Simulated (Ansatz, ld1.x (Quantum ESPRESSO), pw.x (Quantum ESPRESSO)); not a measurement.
## From atom to crystal: TM potential for Ru (Z = 44)

| Quantity | Value |
| --- | --- |
| Element | ruthenium |
| Generator | ld1.x (Quantum ESPRESSO) 7.5 |
| Type | norm-conserving Troullier–Martins (Kleinman–Bylander form) |
| Functional | PBE |
| Relativity | scalar-relativistic |
| Frozen core | [Kr] |
| Valence charge | 8 |
| Reference configuration | 4d7 5s1 5p0 |
| Partial waves | 5p (bound, empty): rc 4.20 bohr; 4d (bound): rc 1.20 bohr; 5s (bound): rc 2.45 bohr |
| Local potential | the s channel |
| Core correction | none |

Atomic tests: cutoffs needed: 70 Ry and 90 Ry (the cutoffs (Ry, on a coarse ladder) from which the occupation-weighted sum of valence levels, in a spherical-Bessel basis at the reference potential, stays within 10 and 1 mRy of its value at 400 Ry); ghost test: no extra level below or beside the all-electron valence levels (p, d, s, f tested) (spherical-Bessel basis up to 400 Ry, 20 bohr box); largest excitation error: -361 meV (all-electron minus pseudo) for 4d5 5s0 5p0, out of 7 test configurations.

Crystal test: fcc Ru in pw.x 7.5, no spin, 15³ k-points, Fermi–Dirac smearing 0.01 Ry, cutoffs 110/440 Ry. The reference is all-electron LAPW (Ansatz 0.2.0) with the same functional, mesh and smearing; V0 and B0 come from Birch–Murnaghan fits to the pressures at five volumes. Errors are pseudo minus all-electron; Δ is the rms difference of the E(V) curves that follow from these fits, minima aligned, over ±6 % about the mean V0. Mesh and smearing are coarse, so the numbers serve the comparison and aren't converged zero-temperature values; the lattice is a test structure that the element need not adopt.

All-electron: a0 = 3.812 Å (V0 = 13.85 Å³/atom), B0 = 303.1 GPa.

Q: How far does the potential miss the all-electron equation of state?

A: mean pressure error (GPa): +25.24. The pressure does not cross zero within the volumes sampled, so no fit is given. The largest radius (4.20 bohr) exceeds half the bond length (2.54 bohr), so the spheres overlap, which is one possible source of error among others. This is a poor potential for the solid.

```tsv
V (Å³/atom)	P all-electron (GPa)	P pseudo (GPa)
13.123	18.67	49.40
13.469	9.10	36.76
13.814	0.83	25.76
14.159	-6.32	16.21
14.505	-12.49	7.90
```

Q: At the middle volume, how do free energy and pressure move when the wave cutoff is lowered (ecutrho kept at four times it)?

A:

```tsv
cutoff (Ry)	shift of F (meV/atom)	shift of P (GPa)
50	+551.3	-27.27
66	+73.2	-4.48
88	+4.4	-0.43
```

Input at the middle volume:

```
&control
  calculation='scf', prefix='x', pseudo_dir='./', outdir='./tmp', tstress=.true., disk_io='low'
/
&system
  ibrav=0, nat=1, ntyp=1, ecutwfc=110, ecutrho=440, nbnd=11,
  occupations='smearing', smearing='fd', degauss=0.01
/
&electrons
  conv_thr=1e-09, mixing_beta=0.4, electron_maxstep=70
/
ATOMIC_SPECIES
Ru 1.0 Ru.UPF
CELL_PARAMETERS angstrom
  0.00000000 1.90442183 1.90442183
  1.90442183 0.00000000 1.90442183
  1.90442183 1.90442183 0.00000000
ATOMIC_POSITIONS crystal
Ru 0.0000 0.0000 0.0000
K_POINTS automatic
15 15 15 0 0 0
```

```bash
pw.x < Ru.scf.in > Ru.scf.out
```

Lines of the output:

```
Message from routine setup:
     using ibrav=0 with symmetry is DISCOURAGED, use correct ibrav instead
     lattice parameter (alat)  =       5.0895  a.u.
     unit-cell volume          =      93.2215 (a.u.)^3
     number of electrons       =         8.00
     number of Kohn-Sham states=           11
     kinetic-energy cutoff     =     110.0000  Ry
     charge density cutoff     =     440.0000  Ry
     scf convergence threshold =      1.0E-09
     Exchange-correlation= PBE
     number of k points=   120  Fermi-Dirac smearing, width (Ry)=  0.0100
     iteration #  1     ecut=   110.00 Ry     beta= 0.40
     total energy              =     -32.96484934 Ry
     estimated scf accuracy    <       0.10342755 Ry
     iteration #  2     ecut=   110.00 Ry     beta= 0.40
     total energy              =     -32.97121151 Ry
     estimated scf accuracy    <       0.00689494 Ry
     iteration #  3     ecut=   110.00 Ry     beta= 0.40
     total energy              =     -32.97255924 Ry
     estimated scf accuracy    <       0.00006074 Ry
     iteration #  4     ecut=   110.00 Ry     beta= 0.40
     c_bands:  1 eigenvalues not converged
     total energy              =     -32.97256810 Ry
     estimated scf accuracy    <       0.00002222 Ry
     iteration #  5     ecut=   110.00 Ry     beta= 0.40
     total energy              =     -32.97257332 Ry
     estimated scf accuracy    <       0.00000475 Ry
     iteration #  6     ecut=   110.00 Ry     beta= 0.40
     total energy              =     -32.97257435 Ry
     estimated scf accuracy    <       0.00000018 Ry
     iteration #  7     ecut=   110.00 Ry     beta= 0.40
     total energy              =     -32.97257439 Ry
     estimated scf accuracy    <          2.3E-09 Ry
     iteration #  8     ecut=   110.00 Ry     beta= 0.40
     the Fermi energy is    16.4672 ev
!    total energy              =     -32.97257439 Ry
     estimated scf accuracy    <          1.2E-10 Ry
     smearing contrib. (-TS)   =      -0.00465463 Ry
     The total energy is F=E-TS. E is the sum of the following terms:
     one-electron contribution =      12.43843281 Ry
     hartree contribution      =       2.14037659 Ry
     xc contribution           =      -6.77921455 Ry
     ewald contribution        =     -40.76751462 Ry
     convergence has been achieved in   8 iterations
          total   stress  (Ry/bohr**3)                   (kbar)     P=      257.61
```

The run at the middle volume (120 k-points, 8 iterations) took about 29 s on one core of a shared host (Neoverse-V1, 32 threads, 247 GiB, load 19).
